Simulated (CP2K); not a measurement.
Runs of CP2K 2026.2 on TiO2. It takes space group P4_2/mnm (No. 136, tetragonal). Conventional cell: a = 4.600 Å, b = 4.600 Å, c = 2.959 Å, α = 90.00°, β = 90.00°, γ = 90.00°. Ti (site symmetry mmm) has 6 O at 1.95 to 1.98 Å as nearest neighbours. O (site symmetry m2m) has 3 Ti at 1.95 to 1.98 Å as nearest neighbours. The cell is a database's computed one.

| level | potentials or basis | smearing | EPS_DEFAULT | NGRIDS | points a segment of the path (NPOINTS) | bands added on the path | CUTOFF of the grids | gap on the mesh (eV) | pressure (GPa) | largest force (eV/Å) |
| --- | --- | --- | --- | --- | --- | --- | --- | --- | --- | --- |
| r2SCAN | POTENTIAL_UZH Ti GTH-SCAN-q12, O GTH-SCAN-q6; TZVP-MOLOPT-SCAN-GTH basis | fermi-dirac 0.0259 eV | 1.0E-10 | 5 | 8 | 4 | 850 Ry | 2.39 | 0.3 | 0.16 |
| LDA | GTH_POTENTIALS Ti GTH-PADE-q12, O GTH-PADE-q6; TZVP-MOLOPT-PBE-GTH basis | fermi-dirac 0.05 eV | 1.0E-9 | 5 | 6 | 4 | 600 Ry | 1.98 | (b) | 0.16 |
| TB-mBJ | POTENTIAL_UZH Ti GTH-PBE-q12, O GTH-PBE-q6; TZVP-MOLOPT-PBE-GTH basis | fermi-dirac 0.01 eV | 1.0E-9 | 4 | 10 | 4 | 850 Ry | 2.13 | - | - |
| PBEsol | POTENTIAL_UZH Ti GTH-PBE-q12, O GTH-PBE-q6; TZVP-MOLOPT-PBE-GTH basis | fermi-dirac 0.01 eV | 1.0E-9 | 5 | 6 | 2 | 600 Ry | (a) | -1.1 | 0.11 |

Alike in all rows: task band structure; no spin polarisation; cell as given; k mesh 6 × 6 × 9.

Problem. Estimate the missing entries.

Solution. (a) 2.01; (b) -8.6.

Caveats: the mesh misses the band edges, which the band path finds closer together; the basis of atomic orbitals isn't converged, which shifts pressures, moduli and gaps; the potentials were made for another functional, which shifts forces and pressure (some runs); this is a model potential without an energy functional, so only levels have meaning (some runs).
